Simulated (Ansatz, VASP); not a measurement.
# BAs: VASP beside Ansatz

```
CELL_PARAMETERS angstrom
0.00000 2.39187 2.39187
2.39187 0.00000 2.39187
2.39187 2.39187 0.00000
ATOMIC_POSITIONS crystal
B 0.00000 0.00000 0.00000
As 0.25000 0.25000 0.25000
```

The cell was built by a generator and needn't be a form met in nature.

Alike in both runs: task single point; functional PBEsol; k mesh 6 × 6 × 6; no spin polarisation.

```csv
,VASP,Ansatz
version,VASP 6.6.1,Ansatz 0.2.0
potentials or method,"VASP PAW PBE potentials, release 64 (B, As)","plane waves, PAW"
plane-wave cutoff (eV),520,420
occupations,"gaussian, width 0.01 eV",fixed
valence electrons in the cell,8,18
```

Ansatz gave:

```
gap on the k mesh at the Fermi level (eV) : 1.19
pressure (GPa)                            : -1.3
```

Q: Estimate VASP's values.

A: gap on the k mesh at the Fermi level (eV): 1.18; pressure (GPa): -0.5.

The two sets of potentials don't hold the same shells in valence.

Caveats: the PAW data sets were made with another functional, which shifts forces and pressure a little (VASP). A k mesh can miss the band edges. Expect the measured gap to be larger: semilocal functionals such as PBEsol lack the derivative discontinuity.
